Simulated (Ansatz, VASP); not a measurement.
Two plane-wave programs on Tl

```
CELL_PARAMETERS angstrom
-0.09684 2.42097 2.15467
2.32413 0.00000 2.05783
2.42097 2.42097 -0.09684
ATOMIC_POSITIONS crystal
Tl 0.00000 0.00000 0.00000
```

Change from the starting cell: engineering shear strain xz -0.0800, normal strain along z -0.1100.

Alike in both runs: task single point; functional PBEsol; k mesh 16 × 16 × 16; occupations gaussian, width 0.15 eV; no spin polarisation.

|  | VASP | Ansatz |
| --- | --- | --- |
| version | VASP 6.6.1 | Ansatz 0.2.0 |
| potentials or method | VASP PAW PBE potentials, release 64 (Tl_d) | scalar-relativistic, plane waves, PAW |
| plane-wave cutoff (eV) | 520 | 420 |
| valence electrons in the cell | 13 | 13 |

Ansatz gave:

- gap on the k mesh at the Fermi level (eV): none
- pressure (GPa): 6.4
- largest component of the traceless stress (GPa): 2.20

Task: What did VASP give for the same quantities?

Result: gap on the k mesh at the Fermi level (eV): none; pressure (GPa): 6.3; largest component of the traceless stress (GPa): 2.20.

A gap of «none» marks a metal or a gap that the smearing closes. With one functional, cell and mesh, what is left measures potentials, basis and numerics.

Caveats: the PAW data sets were made with another functional, which shifts forces and pressure a little (VASP). The runs have no spin-orbit coupling, so splittings on Tl are missing.
